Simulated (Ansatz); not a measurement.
An Ansatz input:

```yaml
crystal:
  lattice:
    - [0.0, 2.2248947353, 2.2248947353]
    - [2.2248947353, 0.0, 2.2248947353]
    - [2.2248947353, 2.2248947353, 0.0]
  atoms:
    - { symbol: Hg, position: [0.0, 0.0, 0.0] }
hamiltonian:
  xc: lda
  pseudopotentials:
    kind: paw
    azcp:
      Hg: "pseudopotentials/Hg.paw.azcp"
basis:
  ecutwfc: 420
  fft_grid_basis: typed
kpoints:
  mp_grid: { grid: [20, 20, 20], shift: [0, 0, 0] }
magnetization:
  spin_polarized: false
scf:
  occupations: { method: fermi_dirac, width: 0.1 }
```

Output

```
Warning: the record states the generating functional pbe (its physics header spells it `PBE`), which answers neither for hamiltonian.xc's functional nor for the lda family's — results may be inconsistent (PPs are generated against a specific XC)
Engine: ansatz 0.2.0, aarch64-unknown-linux-gnu
Pseudopotentials: kind: paw
Pseudopotential: Hg, paw, valence charge 20, recommended cutoff 420 eV (normal) 
Functional definition: SPW92
  exchange = slater_x
  correlation = pw_c
Crystal: 1 atoms, lattice volume = 22.027 Å³
Basis set: ecut = 420 eV, 411 PW (Γ)
Bands: 14, of which v1, the nominal top of the filled ones, is band 10 counted from 1 (9 counted from 0)
Symmetry: 48 space group operations
Space group: Fm-3m (ITA 225), of the structure as read, at distance tolerance 2.8e-5 Å
k-points: 256 of 8000
Non-local potential: Hg, projectors of the file, l = 0: 3, l = 1: 2, l = 2: 2, l = 3: 1
PAW form: soft (Blöchl's): semilocal exchange-correlation on the pseudo side does not see the compensation charge
PAW frozen core: Hg, regenerated for the run's functional, and the local potential with it (the file was generated under x = pbe(κ = 0.804, μ = 0.2195149727645171), c = pbe(β = 0.06672455060314922))
PAW one-centre angular grid: Hg, 590 points (default); XC on 64 Gauss nodes
Initial density: superposition of atomic densities (neutral atoms: chi_scale 0, normalization atom), corrected by the library's trained network
Initial wavefunctions: pseudopotential atomic-orbital guess
Functional: x = slater, c = lda
SCF iter   1: F=—  HF=-13522.411642 eV  |F-HF|=—  |Δ(HF+E_count)|=         —  Δρ=5.75e-3  dr2=4.05e-3  ethr=1.77e-3  ⟨swp⟩=4.9  Hψ=18205  notcnv=0
SCF iter   2: F=—  HF=-13522.410690 eV  |F-HF|=—  |Δ(HF+E_count)|=   9.52e-4  Δρ=2.80e-3  dr2=6.82e-4  ethr=2.02e-5  ⟨swp⟩=2.3  Hψ=6906  notcnv=0
SCF iter   3: F=—  HF=-13522.410490 eV  |F-HF|=—  |Δ(HF+E_count)|=   2.00e-4  Δρ=4.55e-4  dr2=1.47e-5  ethr=3.41e-6  ⟨swp⟩=2.4  Hψ=4919  notcnv=0
SCF iter   4: F=—  HF=-13522.410491 eV  |F-HF|=—  |Δ(HF+E_count)|=   9.60e-7  Δρ=3.78e-5  dr2=3.07e-7  ethr=7.35e-8  ⟨swp⟩=2.2  Hψ=4999  notcnv=0
iter 5 did not close the SCF: its close was put off for the readings that it lacked (scf_convergence_deferred on its scf_iter line)
SCF iter   5: F=-13522.410491 eV  HF=-13522.410491 eV  |F-HF|=1.77e-9  |Δ(HF+E_count)|=   6.51e-8  Δρ=3.50e-6  dr2=2.55e-9  ethr=1.53e-9  ⟨swp⟩=2.1  Hψ=5196  notcnv=0
SCF iter   6: F=-13522.410491 eV  HF=-13522.410491 eV  |F-HF|=3.64e-12  |Δ(HF+E_count)|=  7.69e-10  Δρ=1.07e-7  dr2=7.15e-13  ethr=1.27e-11  ⟨swp⟩=1.0  Hψ=10507  notcnv=0
SCF 1 converged in 6 iterations: F = -13522.410491 eV  dr2 = 7.15e-13
SCF converged after 6 iterations
Free energy (F): -13522.410491 eV
Harris-Foulkes:  -13522.410491 eV  (|F-HF|=3.64e-12)
Internal energy: -13522.399887 eV  (E = F + TS)
E sigma→0 (E₀):  -13522.405189 eV
Entropy (-TS):   -0.010604 eV (-10.604 meV/atom)
Fermi energy:    15.805627 eV
--- Per-component energies (eV) ---
  E_band       = -368.799208
  E_kinetic    = 605.245538
  E_local      = -2389.121361  (includes V_loc(G=0)·N_el)
  E_nonlocal   = 80.153039
  E_hartree    = 1023.024726
  E_xc         = -219.555221
  E_vxc        = -262.769086  (∫ρ·V_xc dr)
  E_paw        = -9655.374700  (= ΣΔE_a)
  E_vpaw       = -448.357660  (= ΣTr[D̂ρ^β])
  E_aug_tail   = 0.000852  (compensation charges beyond the density's cutoff)
  E_ewald      = -2967.348854
  E_core_change = 0.576093  (= ΣΔE_core)
  E_smearing   = -0.010604  (= −TS)
  E_closure    = 0.000000  (closes the sum)
  Σ components = -13522.410491   (vs F -13522.410491, Δ=0.00e0)
```

Command:

```sh
ansatz run input.yaml --threads 2 --pin off --max-ram 5120MiB --backend cpu --events-out ev --progress --plain --runs-dir out
```

On 2 threads of Arm Neoverse V1 (shared host) this took about 1.9 s of wall time and 3.5 s of CPU time.
